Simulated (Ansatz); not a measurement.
CuCl2: equation of state with LDA

CuCl2:

```xyz
3
Lattice="-2.2549 2.2549 6.8599 2.2549 -2.2549 6.8599 2.2549 2.2549 -6.8599" Properties=species:S:1:pos:R:3 pbc="T T T"
Cu    0.0000    0.0000    0.0000
Cl    2.2549    0.0000    0.0000
Cl    0.0000    2.2549    0.0000
```

Measurements of this composition are mostly on another form, of space group No. 12.

| Item | Value |
| --- | --- |
| Program | Ansatz 0.2.0 |
| Task | equation of state |
| Functional | LDA |
| Potentials or basis | Ansatz PAW |
| Cutoff | 420 eV |
| Density cutoff | 1680 eV |
| k mesh | 8 × 8 × 8 |
| Occupations | fermi-dirac, width 0.05 eV |
| Spin | no spin polarisation |

```yaml
Equilibrium_volume: "42.91 Å³/atom (rough: see the caveat)"
Bulk_modulus_at_fixed_shape_and_positions: 29 GPa (rough)
```

Energy against volume, from the lowest point:
```
volume (Å³/atom)  energy (meV/atom)
          43.714               0.00
          44.644               4.50
          45.574              11.85
          46.505              21.69
          47.435              33.74
          48.365              47.72
          49.295              63.39
```

All runs of the series together: 52 s on 2 threads of Intel(R) Xeon(R) Processor @ 2.70GHz (shared host).

Caveat: the minimum lies outside the volumes run; the cell was scaled at fixed shape and fractional positions, which overstates the stiffness of a crystal with free parameters, most of all of layers and chains; the run has no spin polarisation, though such a crystal can be magnetic.
